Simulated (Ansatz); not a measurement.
# Anharmonic phonons and stability of InP (F-43m)

Wanted: self-consistent phonon frequencies, thermal pressure and a stability verdict for InP.

Method: DFT PBE, scalar-relativistic, plane waves, PAW, in Ansatz 0.2.0.

The database entry behind the starting cell differs from later determinations by our own check (0.1 to 0.3 % short, probably kX units), so it need not match the best structure at ambient conditions.

**1. The structure**

The structure is cubic, space group F-43m (No. 216). Conventional cell: a = 5.861 Å, b = 5.861 Å, c = 5.861 Å, α = 90.00°, β = 90.00°, γ = 90.00°. Nearest to In lie 4 P at 2.54 Å. Nearest to P lie 4 In at 2.54 Å. Farther neighbours are not listed.

Structure file:

```cif
data_structure
_symmetry_space_group_name_H-M 'F-43m'
_symmetry_Int_Tables_number 216
_cell_length_a 5.8610
_cell_length_b 5.8610
_cell_length_c 5.8610
_cell_angle_alpha 90.000
_cell_angle_beta 90.000
_cell_angle_gamma 90.000
_cell_volume 201.33
loop_
_atom_site_label
_atom_site_type_symbol
_atom_site_symmetry_multiplicity
_atom_site_Wyckoff_symbol
_atom_site_fract_x
_atom_site_fract_y
_atom_site_fract_z
_atom_site_occupancy
In1 In 4 a 0.00000 0.00000 0.00000 1
P1 P 4 d 0.25000 0.25000 0.75000 1
```

**2. Probe on a coarse mesh**

Before spending time, one coarse run tells the gap and the pressure of the starting cell.

Contents of input.yaml:

```yaml
crystal:
  lattice:
    - [0.0, 2.9305, 2.9305]
    - [2.9305, 0.0, 2.9305]
    - [2.9305, 2.9305, 0.0]
  atoms:
    - { symbol: In, position: [0.0, 0.0, 0.0] }
    - { symbol: P, position: [0.25, 0.25, 0.25] }
kpoints:
  mp_grid: { grid: [6, 6, 6] }
hamiltonian:
  xc: pbe
scf:
  occupations: { method: gaussian, width: 0.1 }
output:
  forces: true
  stress: true
  eigenvalues: true
```

The run is started by

```console
$ ansatz run input.yaml --threads 8 --pin off --max-ram 16384MiB --backend cpu --events-out ev --progress --plain --runs-dir out
```

Numbers of over 12 decimals in the logs are rounded to 6 here.

Log:

```text
Engine: ansatz 0.2.0, aarch64-unknown-linux-gnu
Pseudopotentials: kind: paw
Pseudopotential: In, paw, valence charge 13, recommended cutoff 420 eV (normal), In.paw.azcp
Pseudopotential: P, paw, valence charge 5, recommended cutoff 420 eV (normal), P.paw.azcp
Functional definition: PBE
  parameter kappa = 0.804
  parameter beta = 0.066725
  exchange = pbe_x(kappa = kappa, mu = beta*pi^2/3)
  correlation = pbe_c(beta = beta)
Crystal: 2 atoms, lattice volume = 50.333 Å³
Basis set: ecut = 420 eV, 941 PW (Γ), exchange–correlation on 60×60×60 points (8 copies of the dense FFT grid, shifted against one another)
Bands: 13, of which v1, the nominal top of the filled ones, is band 9 counted from 1 (8 counted from 0)
Symmetry: 24 space group operations
Space group: F-43m (ITA 216), of the structure as read, at distance tolerance 3.7e-5 Å
k-points: 16 of 216 (time reversal used)
Non-local potential: In, projectors of the file, l = 0: 2, l = 1: 2, l = 2: 2, l = 3: 2
Non-local potential: P, projectors of the file, l = 0: 2, l = 1: 2, l = 2: 2
PAW form: soft (Blöchl's): semilocal exchange-correlation on the pseudo side does not see the compensation charge
PAW one-centre angular grid: In, 590 points (default); XC on 64 Gauss nodes
PAW one-centre angular grid: P, 110 points (default); XC on 64 Gauss nodes
Initial density: superposition of atomic densities (neutral atoms: chi_scale 0, normalization atom), corrected by the library's trained network
Initial wavefunctions: pseudopotential atomic-orbital guess
Functional: x = pbe(κ = 0.804, μ = 0.219515), c = pbe(β = 0.066725)
SCF iter   1: F=—  HF=-6353.972414 eV  |F-HF|=—  |Δ(HF+E_count)|=         —  Δρ=1.77e-3  dr2=3.18e-3  ethr=1.77e-3  ⟨swp⟩=6.2  Hψ=1370  notcnv=0
preconditioner: auto → none  [insulator: Δε(μ)=0.702 eV  Ē_g=14.748 eV  σ=0.100 eV  W_gap=1.00  n_scr=14 (ndim 8)  ℏωp=22.2 eV  f_vac=0.021  D(μ)=0.00/eV (n_scr^D=0)  ε∞_Penn≈3.3]
SCF iter   2: F=—  HF=-6353.970492 eV  |F-HF|=—  |Δ(HF+E_count)|=   1.92e-3  Δρ=1.14e-3  dr2=6.41e-4  ethr=1.77e-5  ⟨swp⟩=2.0  Hψ=480  notcnv=0
SCF iter   3: F=—  HF=-6353.970304 eV  |F-HF|=—  |Δ(HF+E_count)|=   1.88e-4  Δρ=3.52e-4  dr2=6.00e-5  ethr=3.56e-6  ⟨swp⟩=2.0  Hψ=349  notcnv=0
SCF iter   4: F=—  HF=-6353.970342 eV  |F-HF|=—  |Δ(HF+E_count)|=   3.78e-5  Δρ=1.36e-4  dr2=6.88e-6  ethr=3.34e-7  ⟨swp⟩=2.0  Hψ=354  notcnv=0
SCF iter   5: F=—  HF=-6353.970341 eV  |F-HF|=—  |Δ(HF+E_count)|=   8.24e-7  Δρ=3.85e-5  dr2=9.91e-7  ethr=3.82e-8  ⟨swp⟩=2.0  Hψ=360  notcnv=0
SCF iter   6: F=-6353.970341 eV  HF=-6353.970341 eV  |F-HF|=1.22e-8  |Δ(HF+E_count)|=   2.08e-7  Δρ=5.45e-6  dr2=2.67e-8  ethr=5.56e-10  ⟨swp⟩=4.7  Hψ=1140  notcnv=0
SCF 1 converged in 6 iterations: F = -6353.970341 eV  dr2 = 2.67e-8
  greatest PAW one-centre occupation: 0.981 electrons in one spin orbital (limit 2), on the In atom at site 0 (counted from 0), in its partial waves of l = 2
SCF converged after 6 iterations
Free energy (F): -6353.970341 eV
Harris-Foulkes:  -6353.970341 eV  (|F-HF|=1.22e-8)
Internal energy: -6353.970341 eV  (E = F + TS)
E sigma→0 (E₀):  -6353.970341 eV
Fermi energy:    7.366613 eV
--- Per-component energies (eV) ---
  E_band       = -52.048247
  E_kinetic    = 313.837963
  E_local      = -1398.312919  (includes V_loc(G=0)·N_el)
  E_nonlocal   = 401.501950
  E_hartree    = 551.667566
  E_xc         = -276.703648
  E_vxc        = -160.011100  (∫ρ·V_xc dr)
  E_paw        = -4725.252997  (= ΣΔE_a)
  E_vpaw       = -312.401022  (= ΣTr[D̂ρ^β])
  E_aug_tail   = 0.000030  (compensation charges beyond the density's cutoff)
  E_ewald      = -1220.708286
  E_smearing   = -0.000000  (= −TS)
  E_closure    = -0.000000  (closes the sum)
  Σ components = -6353.970341   (vs F -6353.970341, Δ=0.00e0)
--- Forces (eV/Å), atoms counted from 1 ---
  atom   1  In     0.00000000    -0.00000000     0.00000000
  atom   2  P     -0.00000000     0.00000000    -0.00000000
  max |Σ_I F_I| component: 4.63e-17 eV/Å
--- Stress (GPa, compression-positive) ---
        3.336363       0.000000      -0.000000
        0.000000       3.336363       0.000000
       -0.000000       0.000000       3.336363
  P = ⅓ Tr σ = 3.3364 GPa (33.364 kbar)
--- Band table (eV; the first three rows and the last of 16) ---
  k-point 0: bands = [... 5 lower, -4.5151, 7.0025, 7.0025, 7.0025, 7.7159, 11.0876, 11.0876, 11.0876]
  k-point 1: bands = [... 5 lower, -4.2018, 4.8213, 6.6979, 6.6979, 8.8052, 11.4944, 11.5264, 11.5264]
  k-point 2: bands = [... 5 lower, -3.3932, 2.4383, 6.2256, 6.2256, 8.6586, 11.8657, 11.8657, 13.2732]
  k-point 15: bands = [... 5 lower, -2.0769, 1.3604, 4.1958, 4.2195, 10.2829, 10.6250, 13.7920, 14.0753]
```

Run time: 0.35 s. Hardware: 8 threads of Arm Neoverse V1, shared host; peak memory 0.33 GiB; 1.6 s of CPU time.

Numbers from this step:

```yaml
pressure: 3.336 GPa
volume_per_atom: 25.17 Å³
gap_on_the_k_mesh: 0.7134 eV
```

The start is under 3.3 GPa at this level and looks like an insulator or semiconductor on this mesh.

**3. Finding the static equilibrium**

The vibrations must be taken about the equilibrium of this functional, not about the starting cell, so the structure is relaxed.

input.yaml, the sections that differ from step 2:

```yaml
kpoints:
  mp_grid: { grid: [8, 8, 8] }
scf:
  occupations: { method: gaussian, width: 0.02 }
relax:
  adjacent_minimum: "off"
  f_tol: 0.005
  max_steps: 80
  cell: { stress_tol: 0.05 }
# crystal, hamiltonian, output: as in step 2
```

Log:

```text
[...]
Crystal: 2 atoms, lattice volume = 50.333 Å³
Basis set: ecut = 420 eV, 941 PW (Γ), exchange–correlation on 60×60×60 points (8 copies of the dense FFT grid, shifted against one another)
Bands: 13, of which v1, the nominal top of the filled ones, is band 9 counted from 1 (8 counted from 0)
Symmetry: 24 space group operations
[...]
k-points: 29 of 512 (time reversal used)
[...]
SCF iter   1: F=—  HF=-6353.983255 eV  |F-HF|=—  |Δ(HF+E_count)|=         —  Δρ=1.96e-3  dr2=4.07e-3  ethr=1.77e-3  ⟨swp⟩=6.6  Hψ=2607  notcnv=0
[...]
SCF iter   6: F=-6353.981007 eV  HF=-6353.981007 eV  |F-HF|=3.18e-8  |Δ(HF+E_count)|=   4.51e-7  Δρ=1.16e-5  dr2=5.95e-8  ethr=5.56e-10  ⟨swp⟩=5.0  Hψ=2124  notcnv=0
SCF 1 converged in 6 iterations: F = -6353.981007 eV  dr2 = 5.95e-8
[...]
relax step   1: F+E_penalty+E_count = -6353.98100711 eV  Δ(F+E_penalty+E_count) = +0.000e0 eV  max|allowed force component| = 2.405e-16 eV/Å  Δτ_max = 0.0000 Å  P = +3.336 GPa  Ω = 50.333 Å³  (6 SCF iters, dr2 threshold 1.00e-7 eV, accepted)
Crystal: 2 atoms, lattice volume = 53.207 Å³
Basis set: ecut = 420 eV, 1037 PW (Γ), exchange–correlation on 60×60×60 points (8 copies of the dense FFT grid, shifted against one another)
[...]
iter 1 solved again at ethr=3.44e-5 eV; its pass at ethr=3.10e-3 eV (dr2=6.20e-3 eV) is discarded
[...]
SCF iter   6: F=-6354.005528 eV  HF=-6354.005528 eV  |F-HF|=9.47e-9  |Δ(HF+E_count)|=   9.33e-7  Δρ=4.74e-6  dr2=1.70e-8  ethr=1.11e-9  ⟨swp⟩=7.1  Hψ=2075  notcnv=0
SCF 2 converged in 6 iterations: F = -6354.005528 eV  dr2 = 1.70e-8
relax step   2: F+E_penalty+E_count = -6354.00552847 eV  Δ(F+E_penalty+E_count) = -2.452e-2 eV  max|allowed force component| = 1.226e-16 eV/Å  Δτ_max = 0.0000 Å  P = -0.338 GPa  Ω = 53.207 Å³  energy of the carried Pulay correction = -6.762e-4 eV  (6 SCF iters, dr2 threshold 2.00e-7 eV, accepted)
Crystal: 2 atoms, lattice volume = 52.929 Å³
[...]
SCF iter   4: F=-6354.005912 eV  HF=-6354.005912 eV  |F-HF|=1.10e-8  |Δ(HF+E_count)|=   2.79e-7  Δρ=1.84e-5  dr2=1.76e-7  ethr=1.11e-9  ⟨swp⟩=6.3  Hψ=1921  notcnv=0
SCF 3 converged in 4 iterations: F = -6354.005912 eV  dr2 = 1.76e-7
relax step   3: F+E_penalty+E_count = -6354.00591215 eV  Δ(F+E_penalty+E_count) = -3.837e-4 eV  max|allowed force component| = 1.064e-16 eV/Å  Δτ_max = 0.0000 Å  P = -0.030 GPa  Ω = 52.929 Å³  energy of the carried Pulay correction = -6.124e-4 eV  (4 SCF iters, dr2 threshold 2.00e-7 eV, accepted)
[...]
SCF iter   1: F=—  HF=-6354.006542 eV  |F-HF|=—  |Δ(HF+E_count)|=         —  Δρ=7.61e-5  dr2=6.21e-7  ethr=1.11e-6  ⟨swp⟩=3.3  Hψ=3563  notcnv=0
eigensolver tolerance schedule: the retry pair's looser diagonalisation over-reported the residual by 319.84 of it (diagonalisation noise at 0.13 of the residual, at the tolerance the schedule requests for it); recorded, not acted on — ethr = c·dr2/N_el stays at c = 1.0e-1
[...]
SCF iter   2: F=—  HF=-6354.006545 eV  |F-HF|=—  |Δ(HF+E_count)|=   3.94e-6  Δρ=3.49e-5  dr2=1.48e-7  ethr=3.45e-9  ⟨swp⟩=2.3  Hψ=634  notcnv=0
[...]
SCF iter   6: F=-6354.006546 eV  HF=-6354.006546 eV  |F-HF|=0.00e0  |Δ(HF+E_count)|=  1.40e-10  Δρ=1.09e-7  dr2=3.25e-12  ethr=1.00e-12  ⟨swp⟩=7.9  Hψ=2038  notcnv=0
SCF 4 converged in 6 iterations: F = -6354.006546 eV  dr2 = 3.25e-12
relax step   4: F+E_penalty+E_count = -6354.00654624 eV  Δ(F+E_penalty+E_count) = -6.341e-4 eV  max|allowed force component| = 8.095e-17 eV/Å  Δτ_max = 0.0000 Å  P = -0.029 GPa  Ω = 52.929 Å³  stress off target by 2.86e-2 GPa  SCF on the basis re-selected at this cell (its energy is not comparable with the rows above)  (6 SCF iters)
basis re-selected at this cell: Δ(F+E_penalty+E_count) = -6.341e-4 eV, ΔP = +0.001 GPa vs the last step (what re-selecting the basis moved, of the pressure what is left beyond the Pulay correction that the steps carried, after the strain that the cell walked since its last selection, with what the two solves' SCF thresholds leave and, on support functions, any second-order correction that the steps lacked; it is no m [...]
SCF converged after 6 iterations
Free energy (F): -6354.006546 eV
[...]
Internal energy: -6354.006546 eV  (E = F + TS)
E sigma→0 (E₀):  -6354.006546 eV
Fermi energy:    6.595966 eV
[...]
--- Stress (GPa, compression-positive) ---
       -0.028566       0.000000       0.000000
        0.000000      -0.028566       0.000000
        0.000000       0.000000      -0.028566
  P = ⅓ Tr σ = -0.0286 GPa (-0.286 kbar)
--- Band table (eV; the first three rows and the last of 29) ---
  k-point 0: bands = [... 5 lower, -4.8092, 6.3753, 6.3753, 6.3753, 6.8157, 10.4616, 10.4616, 10.4616]
  k-point 1: bands = [... 5 lower, -4.6448, 4.8250, 6.2048, 6.2048, 7.8331, 10.5752, 10.7212, 10.7212]
  k-point 2: bands = [... 5 lower, -4.1868, 3.0280, 5.8614, 5.8614, 8.0272, 11.1288, 11.1288, 11.5539]
  k-point 28: bands = [... 5 lower, -2.5854, 0.9770, 3.6286, 3.6840, 10.5497, 10.6609, 11.8171, 12.5808]
--- Relaxed structure (3 steps of the walk, 3 accepted, 1 SCFs on fresh bases) ---
  F+E_penalty+E_count = -6354.00654624 eV   max|allowed force component| = 8.095e-17 eV/Å   (the final SCF, on the basis selected at the relaxed cell)
  cell:  # Å, volume = 52.9290 Å³
    - [0, 2.980034, 2.980034]
    - [2.980034, 0, 2.980034]
    - [2.980034, 2.980034, 0]
  atoms:
    - { symbol: In, position: [0, 0, 0] }
    - { symbol: P, position: [0.25, 0.25, 0.25] }
```

Elapsed: 1.8 s, on 8 threads; peak memory 0.39 GiB; 11 s of CPU time.

Step by step:

| step | energy less that of the first step (eV) | largest force component (eV/Å) | pressure (GPa) | volume (Å³) |
| --- | --- | --- | --- | --- |
| 1 | 0.0000 | 0.0000 | 3.34 | 50.33 |
| 2 | -0.0245 | 0.0000 | -0.34 | 53.21 |
| 3 | -0.0249 | 0.0000 | -0.03 | 52.93 |
| 4* | -0.0255 | 0.0000 | -0.03 | 52.93 |

Relaxation steps marked * repeat the geometry before them on a plane-wave basis chosen anew for their cell, so energy and pressure can jump there.

The run keeps the 24 symmetry operations that it works with, so distortions that break them were not tested.

| conventional cell, symmetrised | before | after | change |
| --- | --- | --- | --- |
| a (Å) | 5.861 | 5.960 | +1.7 % |
| b (Å) | 5.861 | 5.960 | +1.7 % |
| c (Å) | 5.861 | 5.960 | +1.7 % |
| volume (Å³/atom) | 25.17 | 26.46 | +5.2 % |

Final coordinates:

```
In P
1.0
     0.00000    2.98003    2.98003
     2.98003    0.00000    2.98003
     2.98003    2.98003    0.00000
In P
1 1
Direct
  0.00000 0.00000 0.00000
  0.25000 0.25000 0.25000
```

This step gave:

```
pressure          : -0.02857 GPa
gap on the k-mesh : 0.4404 eV
volume per atom   : 26.46 Å³
```

The relaxation ends with a pressure of -0.03 GPa.

**4. A second relaxation**

The relaxation is run once more from where the first one ended, as the script does after a large change of volume or of the gap, with mesh and occupations reviewed.

input.yaml, the sections that differ from step 3:

```yaml
crystal:
  lattice:
    - [0.0, 2.9800342069, 2.9800342069]
    - [2.9800342069, 0.0, 2.9800342069]
    - [2.9800342069, 2.9800342069, 0.0]
  atoms:
    - { symbol: In, position: [0.0, 0.0, 0.0] }
    - { symbol: P, position: [0.25, 0.25, 0.25] }
kpoints:
  mp_grid: { grid: [10, 10, 10] }
output:
  forces: true
  stress: true
  eigenvalues: true
  write_density: true
  write_potential: true
  elf: true
  volumetric_format: npy
# hamiltonian, scf, relax: as in step 3
```

Log:

```text
[...]
Crystal: 2 atoms, lattice volume = 52.929 Å³
Basis set: ecut = 420 eV, 1037 PW (Γ), exchange–correlation on 60×60×60 points (8 copies of the dense FFT grid, shifted against one another)
Bands: 13, of which v1, the nominal top of the filled ones, is band 9 counted from 1 (8 counted from 0)
Symmetry: 24 space group operations
[...]
k-points: 47 of 1000 (time reversal used)
[...]
SCF iter   1: F=—  HF=-6354.010576 eV  |F-HF|=—  |Δ(HF+E_count)|=         —  Δρ=1.96e-3  dr2=4.55e-3  ethr=1.77e-3  ⟨swp⟩=6.6  Hψ=4209  notcnv=0
[...]
SCF iter   6: F=-6354.008341 eV  HF=-6354.008341 eV  |F-HF|=8.07e-9  |Δ(HF+E_count)|=   6.87e-7  Δρ=7.84e-6  dr2=2.51e-8  ethr=5.56e-10  ⟨swp⟩=11.0  Hψ=5814  notcnv=0
SCF 1 converged in 6 iterations: F = -6354.008341 eV  dr2 = 2.51e-8
  Residual-converged pass: ⟨swp⟩=1.1  Hψ=803  notcnv=0  max |occ|·‖R‖ = 7.0e-9 eV (tolerance 1.0e-8 eV)  dr2=2.51e-8  dr2_onsite=6.04e-9  max |Δocc| = 2.9e-66
[...]
relax step   1: F+E_penalty+E_count = -6354.00834097 eV  Δ(F+E_penalty+E_count) = +0.000e0 eV  max|allowed force component| = 2.498e-16 eV/Å  Δτ_max = 0.0000 Å  P = -0.020 GPa  Ω = 52.929 Å³  (6 SCF iters, dr2 threshold 1.00e-7 eV, accepted)
[...]
SCF iter   5: F=-6354.008341 eV  HF=-6354.008341 eV  |F-HF|=2.73e-12  |Δ(HF+E_count)|=  1.14e-10  Δρ=1.82e-7  dr2=1.08e-11  ethr=1.00e-12  ⟨swp⟩=5.9  Hψ=3744  notcnv=0
SCF 2 converged in 5 iterations: F = -6354.008341 eV  dr2 = 1.08e-11
relax step   2: F+E_penalty+E_count = -6354.00834099 eV  Δ(F+E_penalty+E_count) = -1.212e-8 eV  max|allowed force component| = 2.498e-16 eV/Å  Δτ_max = 0.0000 Å  P = -0.020 GPa  Ω = 52.929 Å³  stress off target by 1.96e-2 GPa  SCF on the basis re-selected at this cell (its energy is not comparable with the rows above)  (5 SCF iters)
[...]
SCF converged after 5 iterations
Free energy (F): -6354.008341 eV
[...]
Internal energy: -6354.008341 eV  (E = F + TS)
E sigma→0 (E₀):  -6354.008341 eV
Fermi energy:    6.594914 eV
[...]
--- Stress (GPa, compression-positive) ---
       -0.019630       0.000000      -0.000000
        0.000000      -0.019630       0.000000
       -0.000000       0.000000      -0.019630
  P = ⅓ Tr σ = -0.0196 GPa (-0.196 kbar)
--- Band table (eV; the first three rows and the last of 47) ---
  k-point 0: bands = [... 5 lower, -4.8104, 6.3740, 6.3740, 6.3740, 6.8149, 10.4612, 10.4612, 10.4612]
  k-point 1: bands = [... 5 lower, -4.7045, 5.1870, 6.2604, 6.2604, 7.6697, 10.5047, 10.6360, 10.6360]
  k-point 2: bands = [... 5 lower, -4.4007, 3.7302, 6.0007, 6.0007, 8.0458, 10.9912, 10.9912, 11.0533]
  k-point 46: bands = [... 5 lower, -2.5929, 0.9619, 3.6793, 3.7270, 10.1640, 10.2597, 12.3883, 12.9058]
--- Relaxed structure (1 steps of the walk, 1 accepted, 1 SCFs on fresh bases) ---
[...]
cell:  # Å, volume = 52.9290 Å³
    - [0.0, 2.9800342069, 2.9800342069]
    - [2.9800342069, 0.0, 2.9800342069]
    - [2.9800342069, 2.9800342069, 0.0]
  atoms:
    - { symbol: In, position: [0.0, 0.0, 0.0] }
    - { symbol: P, position: [0.25, 0.25, 0.25] }
```

Run time: 1.5 s. Hardware: 8 threads; peak memory 0.42 GiB; 9.8 s of CPU time.

Little changed from the start: no atom moved by 0.005 Å and no cell edge by 0.1 %.

Numbers from this step:

* pressure: -0.01963 GPa
* gap on the k-mesh: 0.4409 eV

ELF in the ac plane of a cell with a along [110], b along [-110] and c along [001] of the cube at fractional y = 0.000, with atoms of In and P within 0.2 Å of it. It is the smooth field of the valence electrons, not physical close to the nuclei.

Ten even steps from '0' (0.00) to '9' (0.87), each cell a mean:
```
012368875210012368875210
123699998422123699998422
225996489732225996489732
237971049852237971049852
136872148741136872148741
014787788630014787788630
002578886410002578886410
000246653100000246653100
000012221000000012221000
000000000000000000000000
000000000000000000000000
111000000011111000000011
222100000122222100000122
222210001222222210001222
023221112221023221112221
002234443210002234443210
```
Columns run along a (8.4 Å), rows up along c (6.0 Å), edges of the conventional cell, whose origin can differ from the input's. Atoms in or near the plane, at fractional coordinates: In at (0.50, 0.00), In at (0.00, 0.00), P at (0.75, 0.75), P at (0.25, 0.75).

Valence density in the ac plane of a cell with a along [110], b along [-110] and c along [001] of the cube at fractional y = 0.000, with atoms of In and P within 0.2 Å of it. It is the smooth field of the valence electrons, not physical close to the nuclei.

Ten steps, logarithmic in the rise over the least value, from '0' (0 e/Å³) to '9' (11 e/Å³), each cell a mean:
```
985322222369985322222369
753333333346753333333346
333344344333333344344333
112342134321112342134321
012333233210012333233210
001234433100001234433100
000123322100000123322100
000011111000000011111000
000000000000000000000000
000000000000000000000000
000000000000000000000000
100000000000100000000000
211000000012211000000012
542100000134542100000134
874210001357874210001357
985211112479985211112479
```
Columns run along a (8.4 Å), rows up along c (6.0 Å), edges of the conventional cell, whose origin can differ from the input's. Atoms in or near the plane, at fractional coordinates: In at (0.50, 0.00), In at (0.00, 0.00), P at (0.75, 0.75), P at (0.25, 0.75).

Electrostatic potential energy in the ac plane of a cell with a along [110], b along [-110] and c along [001] of the cube at fractional y = 0.000, with atoms of In and P within 0.2 Å of it. With pseudopotentials it is smooth inside the atoms' cores, unlike the true potential.

Values in eV, 9 rows by 16 columns, each cell a mean:
```
-34 -18   3   3   2   4  -9 -31 -34 -18   3   3   2   4  -9 -31
 -3   3  -3 -35 -41 -13   4  -1  -3   3  -3 -35 -41 -13   4  -1
  9   8  -6 -43 -47 -18   6   9   9   8  -6 -43 -47 -18   6   9
 11  10   7  -3  -6   4   9  11  11  10   7  -3  -6   4   9  11
 11  11  10   9   9  10  11  11  11  11  10   9   9  10  11  11
 11  11  10  10  10  10  10  11  11  11  10  10  10  10  10  11
  8   9  10  10  10  10   9   8   8   9  10  10  10  10   9   8
-12   0   7  10  10   8   3  -9 -12   0   7  10  10   8   3  -9
-36 -22   3   9   9   6 -12 -35 -36 -22   3   9   9   6 -12 -35
```
Columns run along a (8.4 Å; values clipped at the 3rd and 97th percentile), rows up along c (6.0 Å), edges of the conventional cell, whose origin can differ from the input's. Atoms in or near the plane, at fractional coordinates: In at (0.50, 0.00), In at (0.00, 0.00), P at (0.75, 0.75), P at (0.25, 0.75).

(Part 1 of 3 ends here.)

[Logs are printed without paths, hosts, clocks, repeated set-up lines and the standing remarks that a program may print on its own settings, such as how far it seeks lower states.]

[Hosts, paths, dates, database ids (printed as entryN), source tags and the programs' standing remarks are cut or masked in the printed files.]

[A step with changed settings may run another functional than the one named; its input shows which.]
